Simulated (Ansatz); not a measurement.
Relaxed bulk Ir:

```yaml
crystal:
  lattice:
    - [0.00000, 1.93533, 1.93533]
    - [1.93533, 0.00000, 1.93533]
    - [1.93533, 1.93533, 0.00000]
  atoms:
    - { symbol: Ir, position: [0.00000, 0.00000, 0.00000] }
```

Miller indices refer to the conventional cell of Fm-3m (No. 225), a = 3.871 Å, b = 3.871 Å, c = 3.871 Å, α = 90.00°, β = 90.00°, γ = 90.00°.

The (111) slab of 5 planes, 8.9 Å thick with 15 Å of vacuum as cut; outer planes Ir (top) and Ir (bottom).

Computed with DFT PBE, scalar-relativistic, plane waves, PAW in Ansatz 0.2.0. Plane waves to 420 eV, a k mesh through Γ of 15×15×1 on the computed 5-atom cell and Gaussian smearing (0.10 eV); no spin polarisation. The cell repeats along c with a dipole correction in the vacuum.

Results for the relaxed slab:

| Item | Value |
| --- | --- |
| Surface energy (mean of both faces) | 2.31 J/m² |
| Work function | 5.52 eV |

Relaxation lowers the energy by 0.034 J/m² a face; the largest move is 0.054 Å.

| plane (bottom to top) | atoms | spacing to next, bulk (Å) | relaxed (Å) | change (%) |
| --- | --- | --- | --- | --- |
| 1 | Ir | 2.235 | 2.186 | -2.2 |
| 2 | Ir | 2.235 | 2.229 | -0.3 |
| 3 | Ir | 2.235 | 2.229 | -0.3 |
| 4 | Ir | 2.235 | 2.186 | -2.2 |
| 5 | Ir |  |  |  |

Spin-orbit coupling is left out, which matters for the bands of heavy elements.